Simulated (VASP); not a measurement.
Write the native input for VASP 6.6.1 that does the following.

* Task: relaxation of cell and atoms
* Functional: PBEsol
* Potentials or basis: VASP PAW PBE potentials, release 64 (Be)
* Cutoff: 600 eV
* k mesh: 18 × 18 × 10
* Occupations: methfessel-paxton, width 0.1 eV
* Spin: no spin polarisation
* Target pressure: 47.9 GPa
* Further INCAR settings: ALGO = Normal; EDIFF = 1e-06; IBRION = 2; EDIFFG = -0.01; NSW = 90; ISIF = 3
* Target pressure: 47.9 GPa

The structure of Be lies in POSCAR:

```
Be
1.0
    2.2853000000      0.0000000000      0.0000000000
   -1.1426500000      1.9791278553      0.0000000000
    0.0000000000      0.0000000000      3.5842000000
Be
2
Direct
    0.3333333333      0.6666666667      0.2500000000
    0.6666666667      0.3333333333      0.7500000000
```

One way to write it, as run:

INCAR

```
ALGO     = Normal         # electronic algorithm
EDIFF    = 1E-6           # SCF threshold, eV
EDIFFG   = -0.01          # ionic threshold
ENCUT    = 600            # plane-wave cutoff, eV
GGA      = PS             # functional
IBRION   = 2              # ionic algorithm
ISIF     = 3              # what is computed and relaxed
ISMEAR   = 1              # smearing method
LASPH    = True           # aspherical terms in the spheres
LCHARG   = False          # write CHGCAR
LREAL    = False          # projectors in reciprocal space
LWAVE    = False          # write WAVECAR
NELM     = 80             # most SCF steps
NSW      = 90             # ionic steps
PREC     = Accurate       # precision mode
PSTRESS  = 479.0        
SIGMA    = 0.1            # smearing width, eV
```

KPOINTS

```
k-points
0
Gamma
  18 18 10
```

Potentials or basis: VASP PAW PBE potentials, release 64 (Be).

The run is started by

```bash
$ cat potpaw_PBE.64/Be/POTCAR > POTCAR
$ mpirun -np 1 vasp_std > vasp.out
```

It gave:

The relaxed volume is 6.09 Å³/atom, the relaxed cell is a = 2.066 Å, b = 2.066 Å, c = 3.296 Å, α = 90.00°, β = 90.00°, γ = 120.00° and the space group after relaxing (to 0.05 Å) is P6_3/mmc (No. 194). The energy change on relaxing (the enthalpy is what falls) is +216.0 meV/atom. The ionic steps are 8, the pressure after relaxing is 47.9 GPa and the band gap on the k mesh is none (metal or under the smearing width).

Caveat: the cell is relaxed towards a set pressure, so the enthalpy falls and the energy may rise; the volume moved by over 15 % at a fixed basis, so the end points are rough; the PAW data sets were made with another functional, which shifts forces and pressure a little.

Wall time 47 s on 1 thread of Intel(R) Xeon(R) Platinum 8259CL CPU @ 2.50GHz (Skylake/Cascade Lake), with other jobs on the host, peak memory 0.14 GiB.
